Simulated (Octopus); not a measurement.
Set up this calculation in Octopus 16.4, as the native input.

```
Task                    : single point
Functional              : PBEsol
Potentials or basis     : pseudodojo_pbesol (PseudoDojo 0.4, PBEsol)
Grid spacing            : 0.111 Å
k mesh                  : 9 × 9 × 9
Occupations             : fermi-dirac, width 0.05 eV
Spin                    : no spin polarisation
Eigensolver             : chebyshev_filter
k-point symmetries used : yes
ConvRelDens             : 3e-07
ExtraStates             : 8
DerivativesOrder        : 8
```

Crystal: AlCu.

```
Cu Al
1.0
     2.99751    0.00000    0.00000
     0.00000    2.99751    0.00000
     0.00000    0.00000    2.99751
Cu Al
1 1
Direct
  0.50000 0.50000 0.50000
  0.00000 0.00000 0.00000
```

The cell comes from a database or a generator and needn't be the stable form of this composition.

One way to write it, as run:

inp

```
CalculationMode = gs
UnitsOutput = eV_Angstrom
PeriodicDimensions = 3
ExperimentalFeatures = yes
PseudopotentialSet = pseudodojo_pbesol
%LatticeParameters
 1*angstrom | 1*angstrom | 1*angstrom
%
%LatticeVectors
 2.997509 | 0 | 0
 0 | 2.997509 | 0
 0 | 0 | 2.997509
%
%ReducedCoordinates
 "Cu" | 0.5 | 0.5 | 0.5
 "Al" | 0 | 0 | 0
%
%Spacing
 0.11101885*angstrom | 0.11101885*angstrom | 0.11101885*angstrom
%
DerivativesOrder = 8
%KPointsGrid
 9 | 9 | 9
%
KPointsUseSymmetries = yes
XCFunctional = gga_x_pbe_sol + gga_c_pbe_sol
SmearingFunction = fermi_dirac
Smearing = 0.05*eV
ExtraStates = 8
Eigensolver = chebyshev_filter
ConvRelDens = 3e-7
MaximumIter = 120
```

Potentials or basis: pseudodojo_pbesol (PseudoDojo 0.4, PBEsol).

The run is started by

```bash
$ OMP_NUM_THREADS=1 octopus > out.log
```

Results of the run:

```json
{
  "Band gap on the k mesh": "none (metal or under the smearing width)"
}
```

Wall time 3.7 min on 1 thread of Arm Neoverse V1 (shared host), peak memory 0.76 GiB.
